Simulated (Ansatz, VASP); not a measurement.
# Sb: VASP beside Ansatz

```
Sb
1.0
    -1.95623    1.95623    1.95623
     1.95623   -1.95623    1.95623
     1.95623    1.95623   -1.95623
Sb
1
Cartesian
  0.0000 0.0000 0.0000
```

Alike in both runs: task single point; functional BLYP; k mesh 13 × 13 × 13; occupations fermi-dirac, width 0.1 eV; no spin polarisation.

```csv
,VASP,Ansatz
version,VASP 6.6.1,Ansatz 0.2.0
potentials or method,"VASP PAW PBE potentials, release 64 (Sb)","plane waves (420 eV) with PAW, scalar-relativistic"
plane-wave cutoff (eV),520,420
valence electrons in the cell,5,15
```

```tsv
	VASP	Ansatz	Ansatz less VASP
pressure (GPa)	0.3	0.2	-0.12
```

The functional is the same, so the differences come from potentials, cutoffs and numerics. The two sets of potentials don't hold the same shells in valence.

Caveats: the PAW data sets were made with another functional, which shifts forces and pressure a little (VASP). Spin-orbit coupling is left out, which matters for the levels of Sb.
